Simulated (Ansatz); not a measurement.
# BAs: a single-point run

Wanted: a converged single-point run for BAs, and a check of what comes out. The structure is shown as the input types it.

Computed with Ansatz 0.2.0 (density functional or hybrid calculation with the settings of its input, plane waves, unless a step's input says otherwise).

3 further runs of the same task are left out: 3 that didn't finish.

**1. Starting point**

It takes space group F-43m (No. 216, cubic). Conventional cell: a = 4.784 Å, b = 4.784 Å, c = 4.784 Å, α = 90.00°, β = 90.00°, γ = 90.00°. Around B (site symmetry -43m) lie 4 As at 2.07 Å. As (site symmetry -43m) has 4 B at 2.07 Å as nearest neighbours.

Coordinates:

```xyz
2
Lattice="0.0000 2.3919 2.3919 2.3919 0.0000 2.3919 2.3919 2.3919 0.0000" Properties=species:S:1:pos:R:3 pbc="T T T"
B     0.0000    0.0000    0.0000
As    1.1959    1.1959    1.1959
```

**2. Running it**

Input file input.yaml:

```yaml
crystal:
  lattice:
    - [0.0, 2.3918676038, 2.3918676038]
    - [2.3918676038, 0.0, 2.3918676038]
    - [2.3918676038, 2.3918676038, 0.0]
  atoms:
    - { symbol: B, position: [0.0, 0.0, 0.0] }
    - { symbol: As, position: [0.25, 0.25, 0.25] }
kpoints:
  mp_grid: { grid: [6, 6, 6] }
hamiltonian:
  xc: pbesol
scf:
  occupations: { method: methfessel_paxton, width: 1.5 }
  n_extra_bands: 4
output:
  forces: true
  stress: true
  eigenvalues: true
```

Run with:

```sh
$ ansatz run input.yaml --threads 4 --pin off --max-ram 3686MiB --backend cpu --events-out ev --progress --plain --runs-dir out
```

What happens when this is run?

The run converged and reported no error. That alone doesn't make the input a sound one.

The suspect setting: scf.occupations.width is 1.5. A smearing of this width stands for electrons at many thousands of kelvin; it empties bonding states and fills antibonding ones.

Run again and compare: set scf.occupations.width to 0.5.
